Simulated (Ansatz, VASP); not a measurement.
# One calculation of Bi2H3, two programs

```
Bi H
1.0
     4.31656    0.00000    0.00000
     0.00000    4.31656    0.00000
     0.00000    0.00000    4.31656
Bi H
2 3
Cartesian
  2.1583 2.1583 2.1583
  0.0000 0.0000 0.0000
  0.0000 2.1583 2.1583
  2.1583 0.0000 2.1583
  2.1583 2.1583 0.0000
```

Alike in both runs: functional PBE; k mesh 4 × 4 × 4; occupations gaussian, width 0.1 eV; no spin polarisation.

Ansatz relaxed the structure, and its values are those at the end. VASP's run is a single point on that final structure, the one shown.

|  | VASP | Ansatz |
| --- | --- | --- |
| version | VASP 6.6.1 | Ansatz 0.2.0 |
| potentials or method | VASP PAW PBE potentials, release 64 (Bi_d, H) | scalar-relativistic, plane waves, PAW |
| plane-wave cutoff (eV) | 520 | 420 |
| valence electrons in the cell | 33 | 33 |

Ansatz gave:

| Item | Value |
| --- | --- |
| gap on the k mesh at the Fermi level (eV) | none |
| pressure (GPa) | -0.2 |

**Question.** Estimate VASP's values.

**Answer.** gap on the k mesh at the Fermi level (eV): none; pressure (GPa): -0.3.

A gap of «none» marks a metal or a gap that the smearing closes.

Caveats: the k mesh is coarse (spacing up to 0.36 Å⁻¹), so the values aren't converged; spin-orbit coupling is left out, which moves the levels of the heavy elements.
